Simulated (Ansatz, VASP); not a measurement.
# TiC in two plane-wave programs, part 2 of 2

Wanted: the spread between two codes on one cell, functional and k mesh. The cell is generated by rule, not measured, and may not be a known phase. The cell is taken from a series of runs on this material, whose earlier steps may have relaxed, scaled, displaced or heated it; both programs get it as it stands.

VASP 6.6.1 and Ansatz 0.2.0.

So far: Set-up; VASP: zone-centre phonons, PBE.

### Step 2. VASP: zone-centre phonons, PBE (continued)

Level of this step: PBE; plane waves and PAW (Ti_sv, C); invented cell (VASP).

Numbers of over 12 decimals in the logs are rounded to 6 here.

Parts of OUTCAR (step 2):

```text
ion  position               nearest neighbor table
   1  0.333  0.667  0.250-   3 2.09   3 2.09   3 2.09   4 2.14   4 2.14
   2  0.667  0.333  0.750-   4 2.09   4 2.09   4 2.09   3 2.14   3 2.14
   3  0.667  0.333  0.250-   1 2.09   1 2.09   1 2.09   2 2.14   2 2.14
   4  0.333  0.667  0.750-   2 2.09   2 2.09   2 2.09   1 2.14   1 2.14

  LATTYP: Found a hexagonal cell.
 ALAT       =     3.6148821752
 C/A-ratio  =     1.1859040372

 Subroutine GETGRP returns: Found 24 space group operations
 (whereof 12 operations were pure point group operations)

The static configuration has the point symmetry D_3d.
 The point group associated with its full space group is D_6h.

 Found    189 irreducible k-points:

   k-points           NKPTS =    189   k-points in BZ     NKDIM =    189   number of bands    NBANDS=     22

   dimension x,y,z NGX =    30 NGY =   30 NGZ =   36
   dimension x,y,z NGXF=    60 NGYF=   60 NGZF=   72

   ENCUT  =  600.0 eV  44.10 Ry    6.64 a.u.   7.22  7.22  8.56*2*pi/ulx,y,z

   NELECT =      32.0000    total number of electrons

 k-points in reciprocal lattice and weights: Automatic mesh
   0.00000000  0.00000000  0.00000000       0.000
   0.06666667 -0.00000000  0.00000000       0.002
   0.13333333  0.00000000  0.00000000       0.002
   0.20000000 -0.00000000  0.00000000       0.002
   0.26666667  0.00000000  0.00000000       0.002
   0.33333333 -0.00000000  0.00000000       0.002
   0.40000000 -0.00000000  0.00000000       0.002
   0.46666667 -0.00000000  0.00000000       0.002
   0.06666667  0.06666667  0.00000000       0.002
[...]
0.33333333  0.26666667  0.50000000       0.004
   0.33333333  0.33333333  0.50000000       0.001

 average (electrostatic) potential at core
       1 -73.3949       2 -73.3949       3 -46.3250       4 -46.3250

  Total        0.0133573      0.0133573      0.0467712     -0.0000000     -0.0000000     -0.0000000
  in kB        0.4411291      0.4411291      1.5446384     -0.0000000     -0.0000000     -0.0000000
  external PRESSURE =       0.8089655 kB  Pullay stress =       0.0000000 kB

  energy-cutoff  :      600.00
  volume of cell :       48.51
      direct lattice vectors                 reciprocal lattice vectors
     3.614882175 -0.000003111  0.000000000     0.276634327  0.159714586  0.000000000
    -1.807438393  3.130581351  0.000000000     0.000000275  0.319429647  0.000000000
     0.000000000  0.000000000  4.286903366     0.000000000  0.000000000  0.233268612

 POSITION                                       TOTAL-FORCE (eV/Angst)
 -----------------------------------------------------------------------------------
      0.00000      2.08705      1.07173        -0.000000      0.000000      0.000000
      1.80744      1.04353      3.21518         0.000000     -0.000000      0.000000
      1.80744      1.04353      1.07173         0.000000     -0.000000      0.000000
      0.00000      2.08705      3.21518        -0.000000      0.000000      0.000000
 -----------------------------------------------------------------------------------
    total drift:                               -0.000000     -0.000000     -0.000000

 Eigenvectors and eigenvalues of the dynamical matrix
 ----------------------------------------------------

   1 f  =   17.690139 THz   111.150420 2PiTHz  590.079516 cm-1    73.160503 meV
             X         Y         Z           dx          dy          dz
      0.000002  2.087053  1.071726    -0.309119    0.068759   -0.000000
      1.807442  1.043525  3.215178    -0.309119    0.068759   -0.000000
      1.807442  1.043525  1.071726     0.617149   -0.137276    0.000000
      0.000002  2.087053  3.215178     0.617149   -0.137276   -0.000000

   2 f  =   17.690139 THz   111.150420 2PiTHz  590.079516 cm-1    73.160503 meV
             X         Y         Z           dx          dy          dz
      0.000002  2.087053  1.071726     0.068759    0.309119   -0.000000
      1.807442  1.043525  3.215178     0.068759    0.309119    0.000000
      1.807442  1.043525  1.071726    -0.137276   -0.617149   -0.000000
      0.000002  2.087053  3.215178    -0.137276   -0.617149    0.000000

   3 f  =   17.409003 THz   109.383995 2PiTHz  580.701848 cm-1    71.997821 meV
             X         Y         Z           dx          dy          dz
      0.000002  2.087053  1.071726    -0.000000   -0.000000   -0.016360
      1.807442  1.043525  3.215178    -0.000000   -0.000000    0.016360
      1.807442  1.043525  1.071726     0.000000    0.000000   -0.706917
      0.000002  2.087053  3.215178     0.000000    0.000000    0.706917

   4 f  =   16.861134 THz   105.941629 2PiTHz  562.426889 cm-1    69.732016 meV
             X         Y         Z           dx          dy          dz
      0.000002  2.087053  1.071726    -0.142336    0.031661    0.000000
      1.807442  1.043525  3.215178     0.142336   -0.031661    0.000000
      1.807442  1.043525  1.071726     0.675402   -0.150234    0.000000
      0.000002  2.087053  3.215178    -0.675402    0.150234   -0.000000

   5 f  =   16.861134 THz   105.941629 2PiTHz  562.426889 cm-1    69.732016 meV
             X         Y         Z           dx          dy          dz
      0.000002  2.087053  1.071726     0.031661    0.142336    0.000000
      1.807442  1.043525  3.215178    -0.031661   -0.142336   -0.000000
      1.807442  1.043525  1.071726    -0.150234   -0.675402   -0.000000
      0.000002  2.087053  3.215178     0.150234    0.675402    0.000000

   6 f  =   11.329505 THz    71.185377 2PiTHz  377.911598 cm-1    46.855045 meV
             X         Y         Z           dx          dy          dz
      0.000002  2.087053  1.071726     0.000000    0.000000   -0.706917
      1.807442  1.043525  3.215178    -0.000000   -0.000000    0.706917
      1.807442  1.043525  1.071726    -0.000000   -0.000000    0.016360
      0.000002  2.087053  3.215178     0.000000    0.000000   -0.016360

   7 f  =    9.277534 THz    58.292467 2PiTHz  309.465230 cm-1    38.368781 meV
             X         Y         Z           dx          dy          dz
      0.000002  2.087053  1.071726    -0.675403    0.150230   -0.000000
      1.807442  1.043525  3.215178     0.675403   -0.150230   -0.000000
      1.807442  1.043525  1.071726    -0.142336    0.031660    0.000000
      0.000002  2.087053  3.215178     0.142336   -0.031660    0.000000

   8 f  =    9.277534 THz    58.292467 2PiTHz  309.465230 cm-1    38.368781 meV
             X         Y         Z           dx          dy          dz
      0.000002  2.087053  1.071726    -0.150230   -0.675403   -0.000000
      1.807442  1.043525  3.215178     0.150230    0.675403    0.000000
      1.807442  1.043525  1.071726    -0.031660   -0.142336    0.000000
      0.000002  2.087053  3.215178     0.031660    0.142336    0.000000

   9 f  =    8.934870 THz    56.139446 2PiTHz  298.035196 cm-1    36.951638 meV
             X         Y         Z           dx          dy          dz
      0.000002  2.087053  1.071726     0.000000   -0.000000   -0.320577
      1.807442  1.043525  3.215178    -0.000000    0.000000   -0.320577
      1.807442  1.043525  1.071726     0.000000   -0.000000    0.630262
      0.000002  2.087053  3.215178    -0.000000    0.000000    0.630262

  10 f/i=    0.000375 THz     0.002354 2PiTHz    0.012499 cm-1     0.001550 meV
             X         Y         Z           dx          dy          dz
      0.000002  2.087053  1.071726     0.308745    0.551719   -0.000000
      1.807442  1.043525  3.215178     0.308745    0.551719   -0.000000
      1.807442  1.043525  1.071726     0.154645    0.276346   -0.000000
      0.000002  2.087053  3.215178     0.154645    0.276346   -0.000000

  11 f/i=    0.000375 THz     0.002354 2PiTHz    0.012499 cm-1     0.001550 meV
             X         Y         Z           dx          dy          dz
      0.000002  2.087053  1.071726     0.551719   -0.308745   -0.000000
      1.807442  1.043525  3.215178     0.551719   -0.308745   -0.000000
      1.807442  1.043525  1.071726     0.276346   -0.154645   -0.000000
      0.000002  2.087053  3.215178     0.276346   -0.154645   -0.000000

  12 f/i=    0.055443 THz     0.348359 2PiTHz    1.849379 cm-1     0.229294 meV
             X         Y         Z           dx          dy          dz
      0.000002  2.087053  1.071726    -0.000000    0.000000   -0.630262
      1.807442  1.043525  3.215178    -0.000000    0.000000   -0.630262
      1.807442  1.043525  1.071726    -0.000000    0.000000   -0.320577
      0.000002  2.087053  3.215178    -0.000000    0.000000   -0.320577

 ELASTIC MODULI CONTR FROM IONIC RELAXATION (kBar)
 Direction    XX          YY          ZZ          XY          YZ          ZX
 --------------------------------------------------------------------------------
 XX        -556.9827    556.9827      0.0000      0.0000     -0.0000      0.0000
 YY         556.9827   -556.9827     -0.0000      0.0000      0.0000     -0.0000
 ZZ           0.0000     -0.0000     -0.0000      0.0000     -0.0000     -0.0000
 XY           0.0000      0.0000      0.0000   -556.9827      0.0000      0.0000
 YZ          -0.0000      0.0000     -0.0000      0.0000     -0.0000     -0.0000
 ZX           0.0000     -0.0000     -0.0000      0.0000     -0.0000     -0.0000
 --------------------------------------------------------------------------------
```

### Step 3. Ansatz: zone-centre phonons, PBE

Ansatz runs on its default PAW (the set named soft_2) files.

The same cell, functional, mesh and smearing now go to Ansatz, which takes its cutoff from its data sets.

input.yaml

```yaml
crystal:
  lattice:
    - [3.6148821752, -3.111e-06, 0.0]
    - [-1.8074383934, 3.1305813509, 0.0]
    - [0.0, 0.0, 4.2869033657]
  atoms:
    - { symbol: Ti, position: [0.3333333333, 0.6666666667, 0.25] }
    - { symbol: Ti, position: [0.6666666667, 0.3333333333, 0.75] }
    - { symbol: C, position: [0.6666666667, 0.3333333333, 0.25] }
    - { symbol: C, position: [0.3333333333, 0.6666666667, 0.75] }
kpoints:
  mp_grid: { grid: [15, 15, 12] }
hamiltonian:
  xc: pbe
scf:
  occupations: { method: methfessel_paxton, width: 0.2 }
output:
  eigenvalues: true
phonons:
  method: dfpt
```

On the command line:

```bash
ansatz run input.yaml --threads 4 --pin off --max-ram 7168MiB --backend cpu --events-out ev --progress --plain --runs-dir out
```

What it wrote:

```text
Engine: ansatz 0.2.0, x86_64-unknown-linux-gnu
Pseudopotentials: kind: paw
Pseudopotential: Ti, paw, valence charge 12, recommended cutoff 420 eV (normal), Ti.paw.azcp
Pseudopotential: C, paw, valence charge 4, recommended cutoff 420 eV (normal), C.paw.azcp
Functional definition: PBE
  parameter kappa = 0.804
  parameter beta = 0.066725
  exchange = pbe_x(kappa = kappa, mu = beta*pi^2/3)
  correlation = pbe_c(beta = beta)
Crystal: 4 atoms, lattice volume = 48.514 Å³
Basis set: ecut = 420 eV, 939 PW (Γ), exchange–correlation on 50×50×60 points (8 copies of the dense FFT grid, shifted against one another)
Bands: 20, of which v1, the nominal top of the filled ones, is band 16 counted from 1 (15 counted from 0)
Symmetry: 24 space group operations
k-points: 728 of 2700 (irreducible under 2 space group operations, time reversal used)
Non-local potential: Ti, projectors of the file, l = 0: 3, l = 1: 2, l = 2: 3, l = 3: 1
Non-local potential: C, projectors of the file, l = 0: 2, l = 1: 2, l = 2: 1
PAW form: soft (Blöchl's): semilocal exchange-correlation on the pseudo side does not see the compensation charge
PAW one-centre angular grid: Ti, 590 points (default); XC on 64 Gauss nodes
PAW one-centre angular grid: C, 110 points (default); XC on 64 Gauss nodes
Initial density: superposition of atomic densities (neutral atoms: chi_scale 0, normalization atom), corrected by the library's trained network
Initial wavefunctions: pseudopotential atomic-orbital guess
Functional: x = pbe(κ = 0.804, μ = 0.219515), c = pbe(β = 0.066725)
SCF iter   1: F=—  HF=-5503.567397 eV  |F-HF|=—  |Δ(HF+E_count)|=         —  Δρ=7.02e-3  dr2=1.40e-2  ethr=1.77e-3  ⟨swp⟩=4.1  Hψ=60305  notcnv=0
preconditioner: auto → Kerker (q_TF=auto, 2.545 Å⁻¹)  [metal: Δε(μ)=0.059 eV  Ē_g=6.289 eV  σ=0.200 eV  W_gap=0.25  n_scr=20 (ndim 8)  ℏωp=21.3 eV  f_vac=0.000  D(μ)=0.38/eV (n_scr^D=0)]
SCF iter   2: F=—  HF=-5503.563166 eV  |F-HF|=—  |Δ(HF+E_count)|=   4.23e-3  S|Δr|=    0.00e0  Δρ=3.48e-3  dr2=3.35e-3  ethr=4.39e-5  ⟨swp⟩=1.2  Hψ=20680  notcnv=0
SCF iter   3: F=—  HF=-5503.561966 eV  |F-HF|=—  |Δ(HF+E_count)|=   1.20e-3  S|Δr|=    0.00e0  Δρ=6.59e-4  dr2=2.18e-4  ethr=1.05e-5  ⟨swp⟩=2.8  Hψ=26449  notcnv=0
SCF iter   4: F=—  HF=-5503.561909 eV  |F-HF|=—  |Δ(HF+E_count)|=   5.79e-5  S|Δr|=    0.00e0  Δρ=1.76e-4  dr2=1.72e-5  ethr=6.81e-7  ⟨swp⟩=2.2  Hψ=19669  notcnv=0
SCF iter   5: F=—  HF=-5503.561904 eV  |F-HF|=—  |Δ(HF+E_count)|=   4.58e-6  S|Δr|=    0.00e0  Δρ=5.31e-5  dr2=2.07e-6  ethr=5.38e-8  ⟨swp⟩=2.3  Hψ=19162  notcnv=0
SCF iter   6: F=—  HF=-5503.561903 eV  |F-HF|=—  |Δ(HF+E_count)|=   6.15e-7  S|Δr|=    0.00e0  Δρ=1.47e-5  dr2=1.02e-7  ethr=6.47e-9  ⟨swp⟩=2.1  Hψ=18408  notcnv=0
SCF iter   7: F=—  HF=-5503.561903 eV  |F-HF|=—  |Δ(HF+E_count)|=   6.25e-8  S|Δr|=    0.00e0  Δρ=3.27e-6  dr2=4.96e-9  ethr=3.19e-10  ⟨swp⟩=2.0  Hψ=20303  notcnv=0
SCF iter   8: F=—  HF=-5503.561903 eV  |F-HF|=—  |Δ(HF+E_count)|=   2.49e-9  S|Δr|=    0.00e0  Δρ=4.73e-7  dr2=8.16e-11  ethr=1.55e-11  ⟨swp⟩=2.1  Hψ=20508  notcnv=0
SCF iter   9: F=-5503.561903 eV  HF=-5503.561903 eV  |F-HF|=0.00e0  |Δ(HF+E_count)|=  9.19e-11  S|Δr|=    0.00e0  Δρ=8.16e-8  dr2=2.60e-12  ethr=1.00e-12  ⟨swp⟩=5.3  Hψ=58999  notcnv=0
SCF 1 converged in 9 iterations: F = -5503.561903 eV  dr2 = 2.60e-12
  greatest PAW one-centre occupation: 0.999 electrons in one spin orbital (limit 2), on the Ti atom at site 1 (counted from 0), in its partial waves of l = 0
DFPT response loops at Γ: preconditioner auto → Kerker (q_TF=auto, 2.545 Å⁻¹) (partly filled bands, converged f_vac=0.000); β = 1.00, the filter's whole step (`scf.mixing.beta` (0.50) is not read by the response loops under this deck's `scf.mixing.preconditioner`; to damp them name `kerker` or `kerker_dos`, under which they read `scf.mixing.beta`, and type it under 1.00, their step now; both keys bind the ground state too); Broyden in place of MSR1
SCF converged after 9 iterations
Stability not checked: this state was not tested for a lower state beside it, because cold or Methfessel-Paxton smearing, or corrected tetrahedra, fill the levels in a way that the test cannot read (fill_not_monotonic; see scf.lower_state_search)
Free energy (F): -5503.561903 eV
Harris-Foulkes:  -5503.561903 eV  (|F-HF|=0.00e0)
Internal energy: -5503.563283 eV  (E = F + TS)
E sigma→0 (E₀):  -5503.562248 eV
Entropy (-TS):   0.001380 eV (0.345 meV/atom)
Fermi energy:    11.558017 eV
--- Per-component energies (eV) ---
  E_band       = -314.992850
  E_kinetic    = 722.584418
  E_local      = -1971.605009  (includes V_loc(G=0)·N_el)
  E_nonlocal   = 65.012543
  E_hartree    = 792.862484
  E_xc         = -293.185183
  E_vxc        = -365.848961  (∫ρ·V_xc dr)
  E_paw        = -2290.749115  (= ΣΔE_a)
  E_vpaw       = -350.861095  (= ΣTr[D̂ρ^β])
  E_aug_tail   = 0.000307  (compensation charges beyond the density's cutoff)
  E_ewald      = -2528.483729
  E_smearing   = 0.001380  (= −TS)
  E_closure    = 0.000000  (closes the sum)
  Σ components = -5503.561903   (vs F -5503.561903, Δ=0.00e0)
--- Band table (eV; the first three rows and the last of 728) ---
  k-point 0: bands = [... 12 lower, 9.0723, 9.0723, 9.1168, 12.3068, 12.3068, 13.3586, 13.6028, 14.5213]
  k-point 1: bands = [... 12 lower, 9.0156, 9.0309, 9.0309, 12.4030, 12.4030, 12.5590, 14.2706, 14.5474]
  k-point 2: bands = [... 12 lower, 8.8681, 8.9267, 8.9267, 11.6040, 12.6665, 12.6665, 14.6070, 14.6070]
  k-point 727: bands = [... 12 lower, 9.6052, 9.8504, 10.2892, 10.7533, 11.7346, 12.8085, 14.3560, 14.5670]
--- Phonons (Γ-DFPT): 4 representative perturbations + reference, on 728 of 2700 k-points (Σ response iterations 12) ---
  k mesh reduced under 2 symmetry operations, with k and −k counted as one. Each operation leaves every solved perturbation unchanged. A smaller set is not used because it would not reduce the number of displacements times k-points to solve
  ASR residual: 8.890e-5 → 0.000e0 eV/Å²; symmetrization residual: 1.460e-4 eV/Å²
  ASR residual per site (eV/Å²): 7.44e-6 7.44e-6 8.89e-5 8.89e-5
  Γ frequencies (cm⁻¹): 0.00 0.00 0.00 291.70 309.92 309.92 377.73 561.10 561.10 579.83 589.60 589.60
  non-analytic LO–TO correction: not included (Born effective charges unavailable; polar crystals: no LO–TO splitting at Γ)
```

### Step 4. Side by side

Known differences besides the potentials themselves: the cutoff is 420 eV in Ansatz and 600 eV in VASP. Total energies have different zeros and are not compared.

Compared:

```
                  quantity  Ansatz   VASP  difference
     optical mode 1 (cm⁻¹)   291.7  298.0     -2.13 %
optical mode 2 to 3 (cm⁻¹)   309.9  309.5     +0.15 %
     optical mode 4 (cm⁻¹)   377.7  377.9     -0.05 %
optical mode 5 to 6 (cm⁻¹)   561.1  562.4     -0.24 %
     optical mode 7 (cm⁻¹)   579.8  580.7     -0.15 %
optical mode 8 to 9 (cm⁻¹)   589.6  590.1     -0.08 %
```

Modes are paired by rising frequency, not by their patterns, so a pair may set unlike modes beside each other; they are those without the splitting of longitudinal modes.

### Step 5. Summary of results

* r.m.s. difference of the optical zone-centre modes, each program's sorted by frequency (zone-centre phonons, PBE): 2.2 cm⁻¹
* difference in optical mode 1 (zone-centre phonons, PBE): -2.1 %

The r.m.s. difference of the optical zone-centre modes, each program's sorted by frequency is 2.2 cm⁻¹ (zone-centre phonons, PBE). Among the rows given in per cent, the largest difference of the zone-centre phonons, PBE pair is in optical mode 1, -2.1 %. How closely two codes agree says nothing of how well the functional describes the real material.

[Lines on the potential files, build, host, timing and source positions are cut from VASP's logs without a mark.]

[Logs are printed without paths, hosts, clocks, repeated set-up lines and the standing remarks that a program may print on its own settings, such as how far it seeks lower states.]

[Hosts, paths, dates, database ids (printed as entryN), source tags and the programs' standing remarks are cut or masked in the printed files.]
